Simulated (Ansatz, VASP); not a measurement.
Two plane-wave programs on CuO

INCAR

```
PREC = Accurate
ENCUT = 520
EDIFF = 1E-6
ISMEAR = -1
SIGMA = 0.05
LREAL = F
LASPH = T
NELM = 80
ALGO = Normal
ISIF = 2
LWAVE = F
LCHARG = F
GGA = PE
NBANDS = 16
```

The input KPOINTS:

```
regular mesh
0
Gamma
  10 10 10
```

POSCAR

```
CuO
1.0
    2.5694554113      0.0000000000      0.0000000000
    0.0000000000      2.5694554113      0.0000000000
    0.0000000000      0.0000000000      2.5694554113
Cu O
1 1
Direct
    0.0000000000      0.0000000000      0.0000000000
    0.5000000000      0.5000000000      0.5000000000
```

input.yaml

```yaml
crystal:
  lattice:
    - [2.5694554113, 0.0, 0.0]
    - [0.0, 2.5694554113, 0.0]
    - [0.0, 0.0, 2.5694554113]
  atoms:
    - { symbol: Cu, position: [0.0, 0.0, 0.0] }
    - { symbol: O, position: [0.5, 0.5, 0.5] }
hamiltonian:
  xc: pbe
  pseudopotentials: { kind: paw }
kpoints:
  mp_grid: { grid: [10, 10, 10] }
scf:
  occupations: { method: fermi_dirac, width: 0.05 }
output:
  forces: true
  stress: true
  eigenvalues: true
```

Measurements of this composition are mostly on another form, of space group No. 15.

Alike in both runs: task single point; functional PBE; k mesh 10 × 10 × 10; occupations fermi-dirac, width 0.05 eV; no spin polarisation.

|  | VASP | Ansatz |
| --- | --- | --- |
| version | VASP 6.6.1 | Ansatz 0.2.0 |
| potentials or method | VASP PAW PBE potentials, release 64 (Cu, O) | Ansatz PAW |
| plane-wave cutoff (eV) | 520 | 420 |
| valence electrons in the cell | 17 | 25 |

VASP gave:

| Item | Value |
| --- | --- |
| gap on the k mesh at the Fermi level (eV) | none |
| pressure (GPa) | 16.0 |

**Question.** Estimate Ansatz's values.

**Answer.** gap on the k mesh at the Fermi level (eV): none; pressure (GPa): 15.8.

A gap of «none» marks a metal or a gap that the smearing closes. The functional is the same, so the differences come from potentials, cutoffs and numerics. The two sets of potentials don't hold the same shells in valence.

Caveats: an odd number of electrons without spin polarisation forces a metal; a magnetic or distorted state may lie lower; the run has no spin polarisation, though such a crystal can be magnetic; semilocal functionals often make such compounds metallic where correlation or magnetic order opens a gap, which also shifts bond lengths; so large a pressure means that the cell lies far from this level's equilibrium, or that cutoff or potentials fall short (VASP); the pressure holds a Pulay correction of +0.8 GPa for the finite cutoff (Ansatz).
